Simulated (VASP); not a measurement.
TePt:

```xyz
4
Lattice="1.9816 1.1441 6.6610 -1.9816 1.1441 6.6610 0.0000 -2.2881 6.6610" Properties=species:S:1:pos:R:3 pbc="T T T"
Te    0.0000    0.0000   11.9499
Te    0.0000    0.0000    8.0332
Pt    0.0000    0.0000   17.3920
Pt    0.0000    0.0000    2.5911
```

- Program: VASP 6.6.1
- Task: relaxation of cell and atoms
- Functional: LDA
- Potentials or basis: VASP PAW LDA potentials, release 64 (Te, Pt)
- Cutoff: 600 eV
- k mesh: 11 × 11 × 11
- Occupations: methfessel-paxton, width 0.1 eV
- Spin: no spin polarisation

At the start: pressure -2.6 GPa; volume 22.65 Å³/atom.

**Question.** How do energy, volume and symmetry change on relaxing?

**Answer.** Over 11 steps the energy falls by 5.0 meV/atom and the volume is 22.03 Å³/atom (-2.8 %); space group R-3m (No. 166, to 0.05 Å).

Step by step:
| step | energy change (eV) | largest force (eV/Å) | pressure (GPa) | volume (Å³) |
| --- | --- | --- | --- | --- |
| 1 | 0.0000 | 0.1672 | -2.64 | 90.60 |
| 2 | 0.0387 | 0.6541 | 5.65 | 85.80 |
| 3 | -0.0156 | 0.1593 | 0.00 | 88.88 |
| 4 | -0.0183 | 0.0844 | -0.05 | 88.69 |
| 5 | -0.0186 | 0.0591 | -0.03 | 88.60 |
| 6 | -0.0191 | 0.0484 | -0.09 | 88.51 |
| 7 | -0.0197 | 0.0269 | -0.16 | 88.37 |
| 8 | -0.0196 | 0.0493 | -0.24 | 88.07 |
| 9 | -0.0199 | 0.0186 | -0.17 | 88.23 |
| 10 | -0.0191 | 0.0507 | 0.63 | 87.67 |
| 11 | -0.0199 | 0.0035 | 0.00 | 88.11 |

Final structure:
```xyz
4
Lattice="1.9653 1.1347 6.5850 -1.9653 1.1347 6.5850 0.0000 -2.2693 6.5850" Properties=species:S:1:pos:R:3 pbc="T T T"
Te    0.0000    0.0000   11.8364
Te    0.0000    0.0000    7.9187
Pt    0.0000    0.0000   17.1893
Pt    0.0000    0.0000    2.5658
```
